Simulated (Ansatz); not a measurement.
# Rhodium, fcc under m-r²SCAN: from relaxation to bulk modulus, part 2 of 2

Aim: take rhodium in the fcc structure, relax it, solve it on a dense k-mesh, then scale the cell to 7 volumes from 88 to 112 % of the relaxed one and try a fit of the equation of state. The start is ferromagnetic. The k-meshes are 14×14×14 for the relaxation; 23×23×23 for the dense run; 23×23×23 for the volumes. It starts from a deposited cell (COD).

Ansatz 0.2.0; DFT, m-r2SCAN, plane waves (500 eV) with PAW, scalar-relativistic. Earlier steps stand in the parts before.

**5. At 92 % of the relaxed volume**

The input, input.yaml:

```yaml
crystal:
  lattice:
    - [0.0, 1.8480639608, 1.8480639608]
    - [1.8480639608, 0.0, 1.8480639608]
    - [1.8480639608, 1.8480639608, 0.0]
  atoms:
    - { symbol: Rh, position: [0.0, 0.0, 0.0], spin: 1.0 }
hamiltonian:
  xc: mr2scan
  pseudopotentials:
    kind: paw
    azcp:
      Rh: "pseudopotentials/Rh.paw.azcp"
basis:
  ecutwfc: 500
  fft_grid_basis: typed
kpoints:
  mp_grid: { grid: [23, 23, 23], shift: [0, 0, 0] }
magnetization:
  spin_polarized: true
scf:
  occupations: { method: fermi_dirac, width: 0.05 }
output:
  stress: true
```

Standard output, cut to the lines that bear on the results:

```text
Warning: RAYON_NUM_THREADS=4 ignored (pool sized by the plan → 4); use --threads N
[...]
Pseudopotentials: kind: paw
Pseudopotential: Rh, paw, valence charge 17, recommended cutoff 500 eV (meta_gga), <dir>
Functional definition: m-r2SCAN
[...]
Crystal: 1 atoms, lattice volume = 12.624 Å³
Basis set: ecut = 500 eV, 331 PW (Γ), exchange–correlation on 80×80×80 points (64 copies of the dense FFT grid, shifted against one another)
Bands: 13, of which v1, the nominal top of the filled ones, is band 9 counted from 1 (8 counted from 0)
Symmetry: 48 space group operations
Space group: Fm-3m (ITA 225), of the structure as read, at distance tolerance 2.3e-5 Å
Magnetic group: BNS 225.116 (UNI 1618), of the structure as read, at distance tolerance 2.3e-5 Å
k-points: 364 of 12167
[...]
Starting moments: Σ|m| = 1 μB on 1 of 1 site
[...]
SCF iter   1: F=—  HF=-6415.627642 eV  |F-HF|=—  |Δ(HF+E_count)|=         —  Δρ=6.99e-2 (↑6.99e-2 ↓4.54e-2)  dr2=1.34e0  dr2_τ=1.24e-2  dr2_m=5.23e-2  M=0.577 μB ∫|m|=0.578 μB  β_m=0.71  ethr=3.10e-3  ⟨swp⟩=5.6  Hψ=52827  notcnv=0
[...]
WARN: the starting moments were not kept: the SCF closed with an absolute magnetisation of 1.6e-6 μB, where they sum to 1 μB in size (1 site). That is at most 0.1 of that sum. Measured as dr2_m measures the in/out step, that magnetisation stands 1.2e-12 eV from none, at or under the [...]
this state was not tested for a lower state beside it, because the mixer in use, unlike msr1, does not test its closes by its own steps (another_mixer; see scf.mixing.algorithm and scf.lower_state_search)
SCF converged after 14 iterations
Magnetization: -0.0000 μB (8.5000 up, 8.5000 down)
Absolute magnetization: 0.0000 μB (∫|ρ↑−ρ↓|, with the PAW one-centre terms)
Spin contamination: 0.0000 ħ² per cell (⟨S²⟩ above its minimum at these occupations)
Per-site moments (μB) at R_I (Å): [(-1.531106771089063e-6, 1.0780923109672238)]
Free energy (F): -6415.187353 eV
[...]
E sigma→0 (E₀):  -6415.183115 eV
Entropy (-TS):   -0.008478 eV (-8.478 meV/atom)
Fermi energy:    24.766087 eV
[...]
--- Stress (GPa, compression-positive) ---
       29.027778       0.000000       0.000000
       -0.000000      29.027778       0.000000
        0.000000       0.000000      29.027778
  P = ⅓ Tr σ = 29.0278 GPa (290.278 kbar)
```

Wall time 10 s (4 threads of an x86-64 CPU, shared host); peak memory 0.47 GiB.

**6. At 96 % of the relaxed volume**

input.yaml: that of step 5 with these lines changed.

```diff
@@ -2,5 +2,5 @@
   lattice:
-    - [0.0, 1.8480639608, 1.8480639608]
-    - [1.8480639608, 0.0, 1.8480639608]
-    - [1.8480639608, 1.8480639608, 0.0]
+    - [0.0, 1.8744684419, 1.8744684419]
+    - [1.8744684419, 0.0, 1.8744684419]
+    - [1.8744684419, 1.8744684419, 0.0]
   atoms:
```

Standard output, cut to the lines that bear on the results:

```text
Warning: RAYON_NUM_THREADS=4 ignored (pool sized by the plan → 4); use --threads N
[...]
Pseudopotentials: kind: paw
Pseudopotential: Rh, paw, valence charge 17, recommended cutoff 500 eV (meta_gga), <dir>
Functional definition: m-r2SCAN
[...]
Crystal: 1 atoms, lattice volume = 13.172 Å³
Basis set: ecut = 500 eV, 331 PW (Γ), exchange–correlation on 80×80×80 points (64 copies of the dense FFT grid, shifted against one another)
Bands: 13, of which v1, the nominal top of the filled ones, is band 9 counted from 1 (8 counted from 0)
Symmetry: 48 space group operations
Space group: Fm-3m (ITA 225), of the structure as read, at distance tolerance 2.4e-5 Å
Magnetic group: BNS 225.116 (UNI 1618), of the structure as read, at distance tolerance 2.4e-5 Å
k-points: 364 of 12167
[...]
Starting moments: Σ|m| = 1 μB on 1 of 1 site
[...]
SCF iter   1: F=—  HF=-6415.675293 eV  |F-HF|=—  |Δ(HF+E_count)|=         —  Δρ=6.64e-2 (↑6.64e-2 ↓4.41e-2)  dr2=1.33e0  dr2_τ=1.21e-2  dr2_m=4.42e-2  M=0.602 μB ∫|m|=0.603 μB  β_m=0.75  ethr=3.10e-3  ⟨swp⟩=5.4  Hψ=52557  notcnv=0
[...]
WARN: the starting moments were not kept: the SCF closed with an absolute magnetisation of 5.0e-7 μB, where they sum to 1 μB in size (1 site). That is at most 0.1 of that sum. Measured as dr2_m measures the in/out step, that magnetisation stands 1.5e-13 eV from none, at or under the [...]
this state was not tested for a lower state beside it, because the mixer in use, unlike msr1, does not test its closes by its own steps (another_mixer; see scf.mixing.algorithm and scf.lower_state_search)
SCF converged after 17 iterations
Magnetization: -0.0000 μB (8.5000 up, 8.5000 down)
Absolute magnetization: 0.0000 μB (∫|ρ↑−ρ↓|, with the PAW one-centre terms)
Spin contamination: 0.0000 ħ² per cell (⟨S²⟩ above its minimum at these occupations)
Per-site moments (μB) at R_I (Å): [(-4.562933273104142e-7, 1.0934957107698293)]
Free energy (F): -6415.257731 eV
[...]
E sigma→0 (E₀):  -6415.253166 eV
Entropy (-TS):   -0.009131 eV (-9.131 meV/atom)
Fermi energy:    23.460619 eV
[...]
--- Stress (GPa, compression-positive) ---
       12.722335      -0.000000       0.000000
       -0.000000      12.722335      -0.000000
        0.000000       0.000000      12.722335
  P = ⅓ Tr σ = 12.7223 GPa (127.223 kbar)
```

Wall time 12 s (4 threads of an x86-64 CPU, shared host); peak memory 0.47 GiB.

**7. At 100 % of the relaxed volume**

input.yaml: that of step 6 with these lines changed.

```diff
@@ -2,5 +2,5 @@
   lattice:
-    - [0.0, 1.8744684419, 1.8744684419]
-    - [1.8744684419, 0.0, 1.8744684419]
-    - [1.8744684419, 1.8744684419, 0.0]
+    - [0.0, 1.900149283, 1.900149283]
+    - [1.900149283, 0.0, 1.900149283]
+    - [1.900149283, 1.900149283, 0.0]
   atoms:
```

Standard output, cut to the lines that bear on the results:

```text
Warning: RAYON_NUM_THREADS=4 ignored (pool sized by the plan → 4); use --threads N
[...]
Pseudopotentials: kind: paw
Pseudopotential: Rh, paw, valence charge 17, recommended cutoff 500 eV (meta_gga), <dir>
Functional definition: m-r2SCAN
[...]
Crystal: 1 atoms, lattice volume = 13.721 Å³
Basis set: ecut = 500 eV, 339 PW (Γ), exchange–correlation on 80×80×80 points (64 copies of the dense FFT grid, shifted against one another)
Bands: 13, of which v1, the nominal top of the filled ones, is band 9 counted from 1 (8 counted from 0)
Symmetry: 48 space group operations
Space group: Fm-3m (ITA 225), of the structure as read, at distance tolerance 2.4e-5 Å
Magnetic group: BNS 225.116 (UNI 1618), of the structure as read, at distance tolerance 2.4e-5 Å
k-points: 364 of 12167
[...]
Starting moments: Σ|m| = 1 μB on 1 of 1 site
[...]
SCF iter   1: F=—  HF=-6415.669241 eV  |F-HF|=—  |Δ(HF+E_count)|=         —  Δρ=6.29e-2 (↑6.29e-2 ↓4.29e-2)  dr2=1.31e0  dr2_τ=1.18e-2  dr2_m=3.69e-2  M=0.629 μB ∫|m|=0.630 μB  β_m=0.81  ethr=3.10e-3  ⟨swp⟩=5.4  Hψ=52896  notcnv=0
[...]
WARN: the starting moments were not kept: the SCF closed with an absolute magnetisation of 1.9e-6 μB, where they sum to 1 μB in size (1 site). That is at most 0.1 of that sum. Measured as dr2_m measures the in/out step, that magnetisation stands 1.9e-12 eV from none, at or under the [...]
this state was not tested for a lower state beside it, because the mixer in use, unlike msr1, does not test its closes by its own steps (another_mixer; see scf.mixing.algorithm and scf.lower_state_search)
SCF converged after 16 iterations
Magnetization: 0.0000 μB (8.5000 up, 8.5000 down)
Absolute magnetization: 0.0000 μB (∫|ρ↑−ρ↓|, with the PAW one-centre terms)
Spin contamination: 0.0000 ħ² per cell (⟨S²⟩ above its minimum at these occupations)
Per-site moments (μB) at R_I (Å): [(1.6360739125280606e-6, 1.1084769657027465)]
Free energy (F): -6415.278552 eV
[...]
E sigma→0 (E₀):  -6415.273646 eV
Entropy (-TS):   -0.009813 eV (-9.813 meV/atom)
Fermi energy:    22.260242 eV
[...]
--- Stress (GPa, compression-positive) ---
       -0.045981      -0.000000       0.000000
       -0.000000      -0.045981       0.000000
       -0.000000       0.000000      -0.045981
  P = ⅓ Tr σ = -0.0460 GPa (-0.460 kbar)
```

Wall time 18 s (4 threads of an x86-64 CPU, shared host); peak memory 0.48 GiB.

**8. At 104 % of the relaxed volume**

input.yaml: that of step 7 with these lines changed.

```diff
@@ -2,5 +2,5 @@
   lattice:
-    - [0.0, 1.900149283, 1.900149283]
-    - [1.900149283, 0.0, 1.900149283]
-    - [1.900149283, 1.900149283, 0.0]
+    - [0.0, 1.9251541147, 1.9251541147]
+    - [1.9251541147, 0.0, 1.9251541147]
+    - [1.9251541147, 1.9251541147, 0.0]
   atoms:
```

Standard output, cut to the lines that bear on the results:

```text
Warning: RAYON_NUM_THREADS=4 ignored (pool sized by the plan → 4); use --threads N
[...]
Pseudopotentials: kind: paw
Pseudopotential: Rh, paw, valence charge 17, recommended cutoff 500 eV (meta_gga), <dir>
Functional definition: m-r2SCAN
[...]
Crystal: 1 atoms, lattice volume = 14.270 Å³
Basis set: ecut = 500 eV, 339 PW (Γ), exchange–correlation on 80×80×80 points (64 copies of the dense FFT grid, shifted against one another)
Bands: 13, of which v1, the nominal top of the filled ones, is band 9 counted from 1 (8 counted from 0)
Symmetry: 48 space group operations
Space group: Fm-3m (ITA 225), of the structure as read, at distance tolerance 2.4e-5 Å
Magnetic group: BNS 225.116 (UNI 1618), of the structure as read, at distance tolerance 2.4e-5 Å
k-points: 364 of 12167
[...]
Starting moments: Σ|m| = 1 μB on 1 of 1 site
[...]
SCF iter   1: F=—  HF=-6415.622890 eV  |F-HF|=—  |Δ(HF+E_count)|=         —  Δρ=5.95e-2 (↑5.95e-2 ↓4.17e-2)  dr2=1.29e0  dr2_τ=1.16e-2  dr2_m=3.04e-2  M=0.655 μB ∫|m|=0.656 μB  β_m=0.87  ethr=3.10e-3  ⟨swp⟩=5.3  Hψ=52873  notcnv=0
[...]
WARN: the starting moments were not kept: the SCF closed with an absolute magnetisation of 1.2e-6 μB, where they sum to 1 μB in size (1 site). That is at most 0.1 of that sum. Measured as dr2_m measures the in/out step, that magnetisation stands 7.4e-13 eV from none, at or under the [...]
this state was not tested for a lower state beside it, because the mixer in use, unlike msr1, does not test its closes by its own steps (another_mixer; see scf.mixing.algorithm and scf.lower_state_search)
SCF converged after 16 iterations
Magnetization: 0.0000 μB (8.5000 up, 8.5000 down)
Absolute magnetization: 0.0000 μB (∫|ρ↑−ρ↓|, with the PAW one-centre terms)
Spin contamination: 0.0000 ħ² per cell (⟨S²⟩ above its minimum at these occupations)
Per-site moments (μB) at R_I (Å): [(9.050044057662533e-7, 1.1230638617001825)]
Free energy (F): -6415.260601 eV
[...]
E sigma→0 (E₀):  -6415.255337 eV
Entropy (-TS):   -0.010528 eV (-10.528 meV/atom)
Fermi energy:    21.153216 eV
[...]
--- Stress (GPa, compression-positive) ---
      -10.020635       0.000000      -0.000000
        0.000000     -10.020635       0.000000
       -0.000000       0.000000     -10.020635
  P = ⅓ Tr σ = -10.0206 GPa (-100.206 kbar)
```

It took 16 s on 4 threads of an x86-64 CPU, shared host; peak memory 0.48 GiB.

**9. At 108 % of the relaxed volume**

input.yaml: that of step 8 with these lines changed.

```diff
@@ -2,5 +2,5 @@
   lattice:
-    - [0.0, 1.9251541147, 1.9251541147]
-    - [1.9251541147, 0.0, 1.9251541147]
-    - [1.9251541147, 1.9251541147, 0.0]
+    - [0.0, 1.9495257414, 1.9495257414]
+    - [1.9495257414, 0.0, 1.9495257414]
+    - [1.9495257414, 1.9495257414, 0.0]
   atoms:
```

Standard output, cut to the lines that bear on the results:

```text
Warning: RAYON_NUM_THREADS=4 ignored (pool sized by the plan → 4); use --threads N
[...]
Pseudopotentials: kind: paw
Pseudopotential: Rh, paw, valence charge 17, recommended cutoff 500 eV (meta_gga), <dir>
Functional definition: m-r2SCAN
[...]
Crystal: 1 atoms, lattice volume = 14.819 Å³
Basis set: ecut = 500 eV, 339 PW (Γ), exchange–correlation on 96×96×96 points (64 copies of the dense FFT grid, shifted against one another)
Bands: 13, of which v1, the nominal top of the filled ones, is band 9 counted from 1 (8 counted from 0)
Symmetry: 48 space group operations
Space group: Fm-3m (ITA 225), of the structure as read, at distance tolerance 2.5e-5 Å
Magnetic group: BNS 225.116 (UNI 1618), of the structure as read, at distance tolerance 2.5e-5 Å
k-points: 364 of 12167
[...]
Starting moments: Σ|m| = 1 μB on 1 of 1 site
[...]
SCF iter   1: F=—  HF=-6415.546596 eV  |F-HF|=—  |Δ(HF+E_count)|=         —  Δρ=5.61e-2 (↑5.61e-2 ↓4.06e-2)  dr2=1.25e0  dr2_τ=1.13e-2  dr2_m=2.49e-2  M=0.680 μB ∫|m|=0.681 μB  β_m=0.94  ethr=3.10e-3  ⟨swp⟩=5.3  Hψ=53165  notcnv=0
[...]
WARN: the starting moments were not kept: the SCF closed with an absolute magnetisation of 3.1e-6 μB, where they sum to 1 μB in size (1 site). That is at most 0.1 of that sum. Measured as dr2_m measures the in/out step, that magnetisation stands 5.0e-12 eV from none, at or under the [...]
this state was not tested for a lower state beside it, because the mixer in use, unlike msr1, does not test its closes by its own steps (another_mixer; see scf.mixing.algorithm and scf.lower_state_search)
SCF converged after 18 iterations
Magnetization: -0.0000 μB (8.5000 up, 8.5000 down)
Absolute magnetization: 0.0000 μB (∫|ρ↑−ρ↓|, with the PAW one-centre terms)
Spin contamination: 0.0000 ħ² per cell (⟨S²⟩ above its minimum at these occupations)
Per-site moments (μB) at R_I (Å): [(-2.899063692545575e-6, 1.1372813692693793)]
Free energy (F): -6415.212423 eV
[...]
E sigma→0 (E₀):  -6415.206785 eV
Entropy (-TS):   -0.011276 eV (-11.276 meV/atom)
Fermi energy:    20.129439 eV
[...]
--- Stress (GPa, compression-positive) ---
      -17.779105       0.000000       0.000000
        0.000000     -17.779105      -0.000000
       -0.000000       0.000000     -17.779105
  P = ⅓ Tr σ = -17.7791 GPa (-177.791 kbar)
```

Wall time 18 s (4 threads of an x86-64 CPU, shared host); peak memory 0.52 GiB.

**10. At 112 % of the relaxed volume**

input.yaml: that of step 9 with these lines changed.

```diff
@@ -2,5 +2,5 @@
   lattice:
-    - [0.0, 1.9495257414, 1.9495257414]
-    - [1.9495257414, 0.0, 1.9495257414]
-    - [1.9495257414, 1.9495257414, 0.0]
+    - [0.0, 1.9733027889, 1.9733027889]
+    - [1.9733027889, 0.0, 1.9733027889]
+    - [1.9733027889, 1.9733027889, 0.0]
   atoms:
```

Standard output, cut to the lines that bear on the results:

```text
Warning: RAYON_NUM_THREADS=4 ignored (pool sized by the plan → 4); use --threads N
[...]
Pseudopotentials: kind: paw
Pseudopotential: Rh, paw, valence charge 17, recommended cutoff 500 eV (meta_gga), <dir>
Functional definition: m-r2SCAN
[...]
Crystal: 1 atoms, lattice volume = 15.368 Å³
Basis set: ecut = 500 eV, 387 PW (Γ), exchange–correlation on 96×96×96 points (64 copies of the dense FFT grid, shifted against one another)
Bands: 13, of which v1, the nominal top of the filled ones, is band 9 counted from 1 (8 counted from 0)
Symmetry: 48 space group operations
Space group: Fm-3m (ITA 225), of the structure as read, at distance tolerance 2.5e-5 Å
Magnetic group: BNS 225.116 (UNI 1618), of the structure as read, at distance tolerance 2.5e-5 Å
k-points: 364 of 12167
[...]
Starting moments: Σ|m| = 1 μB on 1 of 1 site
[...]
SCF iter   1: F=—  HF=-6415.448065 eV  |F-HF|=—  |Δ(HF+E_count)|=         —  Δρ=5.30e-2 (↑5.30e-2 ↓3.95e-2)  dr2=1.22e0  dr2_τ=1.12e-2  dr2_m=2.00e-2  M=0.705 μB ∫|m|=0.706 μB  β_m=1.00  ethr=3.10e-3  ⟨swp⟩=5.3  Hψ=53214  notcnv=0
[...]
WARN: the starting moments were not kept: the SCF closed with an absolute magnetisation of 2.2e-7 μB, where they sum to 1 μB in size (1 site). That is at most 0.1 of that sum. Measured as dr2_m measures the in/out step, that magnetisation stands 3.1e-14 eV from none, at or under the [...]
this state was not tested for a lower state beside it, because the mixer in use, unlike msr1, does not test its closes by its own steps (another_mixer; see scf.mixing.algorithm and scf.lower_state_search)
SCF converged after 18 iterations
Magnetization: 0.0000 μB (8.5000 up, 8.5000 down)
Absolute magnetization: 0.0000 μB (∫|ρ↑−ρ↓|, with the PAW one-centre terms)
Spin contamination: 0.0000 ħ² per cell (⟨S²⟩ above its minimum at these occupations)
Per-site moments (μB) at R_I (Å): [(2.1777213152175983e-7, 1.1511520212765511)]
Free energy (F): -6415.140800 eV
[...]
E sigma→0 (E₀):  -6415.134772 eV
Entropy (-TS):   -0.012057 eV (-12.057 meV/atom)
Fermi energy:    19.180188 eV
[...]
--- Stress (GPa, compression-positive) ---
      -23.773472      -0.000000       0.000000
       -0.000000     -23.773472       0.000000
       -0.000000      -0.000000     -23.773472
  P = ⅓ Tr σ = -23.7735 GPa (-237.735 kbar)
```

Run time: 16 s. Hardware: 4 threads of an x86-64 CPU, shared host; peak memory 0.52 GiB.

**11. The equation of state**

All volumes keep the relaxed shape and fractional coordinates.

```csv
V (Å³/atom),E − E₀ (meV/atom),P from the stress (GPa),P from the fit (GPa)
12.075,223.8,49.84,49.83
12.624,90.5,29.03,28.92
13.172,20.4,12.72,12.61
13.721,0.0,-0.05,-0.14
14.270,18.3,-10.02,-10.11
14.819,66.8,-17.78,-17.89
15.368,138.8,-23.77,-23.95
```

Fit (Birch-Murnaghan, third order): V₀ = 13.714 Å³/atom, B₀ = 282 GPa, B₀′ = 5.1, largest residual 0.06 meV/atom.

Fit and stress differ a little: one follows E(σ → 0), the other the smeared free energy.

**12. Outcome**

What follows sums up all 2 parts.

```
                      quantity                         value
space group (spins left aside)               Fm-3m (No. 225)
             conventional cell                   a = 3.800 Å
                        volume                13.721 Å³/atom
             shortest distance                       2.687 Å
   against the measured volume       -0.2 % (13.752 Å³/atom)
               gap on the mesh  none (levels filled in part)
                magnetic state                  non-magnetic
                   V₀, B₀, B₀′  13.714 Å³/atom, 282 GPa, 5.1
```

What this shows: Against experiment, m-r²SCAN misses the volume by -0.2 %. Zero-point motion and thermal expansion are left out, so the match is not as exact as it looks. The moments die out: the run ends non-magnetic. Levels at the Fermi energy are filled in part, as in a metal. The fitted modulus is 282 GPa, among the stiffest elements.
